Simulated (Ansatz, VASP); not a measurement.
# Al35RuN36 (Ru_Al) in two plane-wave programs, part 2 of 2

Aim: how closely do two programs agree when they are given the same cell, functional and k mesh? The structure shown is the start of the Ansatz relaxation below; VASP solves that cell, so the two are compared at the walk's first step.

VASP 6.6.1 and Ansatz 0.2.0.

So far: Starting point; Ansatz: relaxation, r2SCAN.

## (3) VASP: single point, r2SCAN, start cell

Level of this step: r2SCAN, spin-polarised from a ferromagnetic start; plane waves and PAW (Al, N, Ru_pv) (VASP).

The same cell, functional and mesh now go to VASP, with its own data sets.

Lines of VASP's logs that name or quote its potential files are left out, and so is its time.

Input file INCAR:

```
SYSTEM = Al35RuN36
PREC = Accurate
ENCUT = 580
EDIFF = 1E-06
NELM = 200
ISMEAR = 0
SIGMA = 0.01
LREAL = Auto
ALGO = Normal
METAGGA = R2SCAN
LASPH = .TRUE.
NBANDS = 200
ISPIN = 2
MAGMOM = 0 0 0 0 0 0 0 -0 0 0 -0 0 -0 0 0 0 -0 0 -0 0 0 0 -0 -0 -0 0 0 -0 0 0 0 0 0 0 0 0 0 0 0 0.04 -0 0 -0 0 0 -0 0 0 0 0 -0 0.04 -0 0 0.01 0.04 -0 0 -0 0 0 0 0 0 0 0 -0 0 0 0 0 0.47
LMAXMIX = 4
LORBIT = 11
LWAVE = .FALSE.
LCHARG = .FALSE.
ISIF = 2
ISYM = 0
NUPDOWN = 1
GGA_COMPAT = .FALSE.
LMIXTAU = .TRUE.
NCORE = 2
```

Input file POSCAR:

```
Al35RuN36
1.0
    9.3195655359      0.0000000860      0.0000000000
   -4.6597828424      8.0709804634      0.0000000000
    0.0000000000      0.0000000000      9.9564777190
Al N Ru
35 36 1
Direct
    0.2178826753      0.1074766548      0.2462904121
    0.1148094515      0.2205043115      0.5018562931
    0.2243429321      0.1100696483      0.7538904030
    0.1069068819      0.2188824516      0.9960998538
    0.2223106212      0.4447087931      0.2445845879
    0.1060709571      0.5499604430      0.4991098399
    0.2252447959      0.4495618589      0.7468048651
    0.1058884007      0.5556383157      0.9986345855
    0.2230062385      0.7818549443      0.2531956653
    0.1085965015      0.8842427538      0.4962847444
    0.2160695287      0.7753273608      0.7496164016
    0.1078202910      0.8913757162      0.9978290798
    0.5506796668      0.1075894009      0.2525286623
    0.4501710007      0.2268041621      0.5006418073
    0.5549494475      0.1161454865      0.7497343147
    0.4397451254      0.2233536521      0.9999032068
    0.5556920007      0.4404297555      0.2463457529
    0.5549648288      0.4428942640      0.7447426901
    0.4409844220      0.5537535349      0.0037667217
    0.5589224313      0.7839380829      0.2500597169
    0.4382901065      0.8858664687      0.4990290884
    0.5567123882      0.7761442343      0.7540797270
    0.4455919545      0.8887369997      0.0044896682
    0.8886864706      0.1082919142      0.2539282537
    0.7723986441      0.2193423639      0.5020862941
    0.8828251807      0.1069805494      0.7496125850
    0.7763982820      0.2164316890      0.9985187815
    0.8852527633      0.4382955627      0.2492889624
    0.7825364725      0.5584287997      0.4964197319
    0.8950726001      0.4472634941      0.7494362174
    0.7742206789      0.5576125421      0.9975977731
    0.8879941094      0.7720495610      0.2490926078
    0.7732501528      0.8848527098      0.4966023266
    0.8908387919      0.7737934631      0.7506844500
    0.7716722255      0.8851480890      0.9990460764
    0.2196945652      0.1146568233      0.4412665929
    0.1056840100      0.2182743471      0.1925266198
    0.2203950121      0.1127648599      0.9445516040
    0.1084311277      0.2245381461      0.6933629738
    0.2189804381      0.4406556300      0.4441660118
    0.1107893091      0.5591604404      0.1868310313
    0.2234470225      0.4398108751      0.9400493090
    0.1096167211      0.5496312388      0.6909163254
    0.2252276449      0.7746388446      0.4410358888
    0.1100448095      0.8831344621      0.1911642906
    0.2235074500      0.7808611369      0.9447473560
    0.1148823473      0.8866204078      0.6895296905
    0.5563215278      0.1120515601      0.4453542834
    0.4448719931      0.2276556077      0.1915066808
    0.5537249555      0.1088160176      0.9357778185
    0.4463361663      0.2282570216      0.6908201067
    0.5495623406      0.4409875565      0.4415946205
    0.4471162058      0.5579768136      0.1948137740
    0.5583257751      0.4424874980      0.9436216567
    0.4455403031      0.5518310919      0.6874936291
    0.5587677642      0.7793289775      0.4446920010
    0.4450804641      0.8874365381      0.1856858472
    0.5555490047      0.7829603827      0.9391114271
    0.4384546264      0.8850587602      0.6914142927
    0.8867222227      0.1052982259      0.4388058833
    0.7827063627      0.2278975821      0.1908706124
    0.8927148163      0.1137828207      0.9442837382
    0.7775495262      0.2258072537      0.6940308807
    0.8930250720      0.4439740549      0.4375119518
    0.7753811738      0.5509086478      0.1870780062
    0.8918595464      0.4457365421      0.9448013912
    0.7762965549      0.5514307653      0.6866911365
    0.8917144477      0.7777871538      0.4361267230
    0.7727511601      0.8877497556      0.1930366395
    0.8889845886      0.7725931133      0.9392915109
    0.7726976003      0.8891663121      0.6892560998
    0.4390979558      0.5502823334      0.4988855638
```

Input file KPOINTS:

```
Points of the shifted mesh
1
Reciprocal
 0.2500000000  0.2500000000  0.2500000000 1
```

PAW data sets: Al, N and Ru_pv (PBE family, release 64).

Command:

```
> mpirun -np 8 vasp_std
```

Numbers of over 12 decimals in the logs are rounded to 6 here.

The program printed:

```text
[banner, memory and clock lines left out]
running    8 mpi-ranks, on    1 nodes
[...]
|                                                                             |
|               ----> ADVICE to this user running VASP <----                  |
|                                                                             |
|     You enforced a specific xc type in the INCAR file but a different       |
|     [... a line on the potential file left out ...]
|     I HOPE YOU KNOW WHAT YOU ARE DOING!                                     |
|                                                                             |

 LDA part: xc-table for (None), standard interpolation
 POSCAR, INCAR and KPOINTS ok, starting setup
[...]
entering main loop
       N       E                     dE             d eps       ncg     rms          rms(c)
DAV:   1     0.133827560123E+04    0.13383E+04   -0.15621E+05   800   0.154E+03
DAV:   2    -0.695668204523E+03   -0.20339E+04   -0.19444E+04   976   0.318E+02
DAV:   3    -0.859692161633E+03   -0.16402E+03   -0.16248E+03   960   0.969E+01
DAV:   4    -0.862693036838E+03   -0.30009E+01   -0.29853E+01   960   0.135E+01
[...]
DAV:  19    -0.701553483738E+03   -0.97624E-05   -0.13367E-05   872   0.112E-02    0.527E-03
DAV:  20    -0.701553481559E+03    0.21791E-05   -0.13057E-06   576   0.405E-03    0.270E-03
DAV:  21    -0.701553481803E+03   -0.24446E-06   -0.58973E-07   544   0.232E-03
   1 F= -.70155348E+03 E0= -.70155348E+03  d E =-.127969E-27  mag=     1.0000
```

From OUTCAR (step 3):

```text
  FREE ENERGIE OF THE ION-ELECTRON SYSTEM (eV)
  ---------------------------------------------------
  free  energy   TOTEN  =      -701.5534818033 eV

  energy  without entropy=     -701.5534818033  energy(sigma->0) =     -701.55348180

 magnetization (x)
# of ion       s       p       d       tot
------------------------------------------
    1        0.000   0.000   0.000   0.000
    2        0.003   0.006   0.000   0.010
    3        0.000   0.000   0.000   0.000
    4        0.000   0.000   0.000   0.000
    5        0.000   0.000   0.000   0.000
    6        0.000   0.000   0.000   0.000
    7        0.002   0.002   0.000   0.004
    8        0.000   0.000   0.000   0.000
    9       -0.000   0.000   0.000   0.000
   10        0.000   0.000   0.000   0.000
   11       -0.000   0.000   0.000   0.000
   12        0.000   0.000   0.000   0.000
   13       -0.000  -0.000   0.000  -0.000
[...]
--------------------------------------------------
tot          0.039   0.158   0.479   0.675
```

The cell holds one magnetic atom, so no antiferromagnetic order fits into it.

## (4) Differences

Known differences besides the potentials themselves: VASP starts from the moments at which Ansatz ended; VASP keeps PBE cores, Ansatz makes them for the functional; fixed occupations in Ansatz, narrow Gaussian smearing in VASP; the data sets hold 301 valence electrons in Ansatz (on its PAW soft_1 files) and 299 in VASP; the cutoff is 500 eV in Ansatz and 580 eV in VASP (PREC = Accurate, projectors in real space). Total energies have different zeros and are not compared.

Forces on 8 of the 72 atoms, those with the largest forces and the largest differences (eV/Å; atoms numbered as in POSCAR):

| atom | Ansatz x, y, z | VASP x, y, z |
| --- | --- | --- |
| N36 | 1.751, -1.286, -0.515 | 1.763, -1.291, -0.514 |
| N40 | -3.211, -2.022, -1.861 | -3.273, -2.068, -1.884 |
| N52 | 4.091, -0.814, -1.801 | 4.180, -0.848, -1.838 |
| N55 | -0.306, 0.860, 3.980 | -0.308, 0.869, 4.069 |
| N56 | -0.731, 3.195, -1.769 | -0.733, 3.198, -1.780 |
| N57 | -0.424, 0.549, 1.918 | -0.426, 0.547, 1.938 |
| N61 | -0.603, -2.221, -0.110 | -0.603, -2.240, -0.118 |
| Ru72 | -0.097, 0.529, -0.830 | -0.129, 0.615, -0.864 |

The forces differ by 14 meV/Å r.m.s., which is 1.5 % of the r.m.s. force of 0.965 eV/Å (both taken over all components). Moments aren't recorded for both runs of this pair, so they may hold unlike magnetic states.

## (5) Summary of results

| Property | Result |
| --- | --- |
| r.m.s. force difference (single point, r2SCAN, start cell) | 1.5 % of the r.m.s. force |

What this shows: The r.m.s. force difference is 1.5 % of the r.m.s. force (single point, r2SCAN, start cell), within the 3 % picked in this series as the mark of a large difference. The data sets hold unlike numbers of valence electrons (301 in Ansatz and 299 in VASP), so part of the differences comes from the potentials. 1 further run of this series is not shown here. Such differences can come from data sets, numerical settings and the points named under the comparisons, not from the functional's error against experiment.

[Lines on the potential files, build, host, timing and source positions are cut from VASP's logs without a mark.]

[Logs are printed without paths, hosts, clocks, repeated set-up lines and the standing remarks that a program may print on its own settings, such as how far it seeks lower states.]

[Hosts, paths, dates, database ids (printed as entryN), source tags and the programs' standing remarks are cut or masked in the printed files.]
